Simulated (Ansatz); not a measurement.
Here is an Ansatz 0.2.0 calculation.

input.yaml

```yaml
crystal:
  lattice:
    - [3.1339080219, 0.0, 0.0]
    - [-1.566954011, 2.7140439601, 0.0]
    - [0.0, 0.0, 5.41676772]
  atoms:
    - { symbol: Hf, position: [0.3333333333, 0.6666666667, 0.25] }
    - { symbol: Hf, position: [0.6666666667, 0.3333333333, 0.75] }
    - { symbol: "N", position: [0.0, 0.0, 0.5] }
    - { symbol: "N", position: [0.0, 0.0, 0.0] }
hamiltonian:
  xc: pbesol
  pseudopotentials: { kind: paw_fr }
magnetization:
  noncollinear: true
  spin_orbit: true
kpoints:
  mp_grid: { grid: [10, 10, 5] }
  band_path:
    path:
      - [[0.0, 0.0, 0.0], [0.5, 0.0, 0.0], [0.3333333333, 0.3333333333, 0.0], [0.0, 0.0, 0.0], [0.0, 0.0, 0.5], [0.5, 0.0, 0.5], [0.3333333333, 0.3333333333, 0.5], [0.0, 0.0, 0.5]]
      - [[0.5, 0.0, 0.5], [0.5, 0.0, 0.0]]
      - [[0.3333333333, 0.3333333333, 0.0], [0.3333333333, 0.3333333333, 0.5]]
    npoints: 14
scf:
  occupations: { method: fermi_dirac, width: 0.05 }
  n_extra_bands: 10
output:
  forces: true
  stress: true
  eigenvalues: true
  fatbands: false
```

Potentials or basis: Ansatz PAW.

Run with:

```sh
$ ansatz run input.yaml --threads 2 --pin off --max-ram 5632MiB --backend cpu --events-out ev --progress --plain --runs-dir out
```

**Question.** Predict the band gap on the k mesh.

**Answer.** None (metal or under the smearing width).

**Question.** Estimate the pressure.

**Answer.** -2.9 GPa.

Stress tensor (GPa, compression positive):
```
-2.67  0.00  0.00
 0.00 -2.67  0.00
 0.00  0.00 -3.51
```

Caveat: the pressure holds a Pulay correction of +0.5 GPa for the finite cutoff; the PAW data sets come from PBE, with cores solved anew for the run's functional, which leaves a small shift of forces and pressure.
